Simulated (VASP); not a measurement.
Write the native input for VASP 6.6.1 that does the following.

```
Task                   : single point
Functional             : PBE
Dispersion             : D3(BJ)
Potentials or basis    : VASP PAW PBE potentials, release 64 (K_sv, Br)
Cutoff                 : 520 eV
k mesh                 : 5 × 5 × 5
Occupations            : fermi-dirac, width 0.1 eV
Spin                   : no spin polarisation
Dipole correction      : no
Further INCAR settings : ALGO = Fast; EDIFF = 1e-07; NBANDS = 15
```

The structure of KBr lies in POSCAR:

```
KBr
1.0
    0.0000000000      3.2805245262      3.2805245262
    3.2805245262      0.0000000000      3.2805245262
    3.2805245262      3.2805245262      0.0000000000
K Br
1 1
Direct
    0.0000000000      0.0000000000      0.0000000000
    0.5000000000      0.5000000000      0.5000000000
```

The cell was built by a generator and needn't be a form met in nature.

One way to write it, as run:

INCAR

```
SYSTEM = KBr
PREC = Accurate ; ENCUT = 520
EDIFF = 1E-7 ; ISMEAR = -1
SIGMA = 0.1 ; LREAL = .False.
LASPH = .True. ; NELM = 60
ALGO = Fast ; ISIF = 2
LWAVE = .False. ; LCHARG = .False.
GGA = PE ; IVDW = 12
NBANDS = 15
```

KPOINTS

```
regular mesh
0
Gamma
  5 5 5
  0 0 0
```

Potentials or basis: VASP PAW PBE potentials, release 64 (K_sv, Br).

Run with:

```console
$ cat potpaw_PBE.64/K_sv/POTCAR potpaw_PBE.64/Br/POTCAR > POTCAR
$ mpirun -np 1 vasp_std > vasp.out
```

It gave:

```json
{
  "Pressure": "0.1 GPa",
  "Band gap on the k mesh": "4.48 eV, direct",
  "Dispersion energy per atom": "-0.211 eV"
}
```

Wall time 14 s on 1 thread of AMD EPYC 9R45 96-Core Processor (Zen 5), with other jobs on the host, peak memory 0.17 GiB.
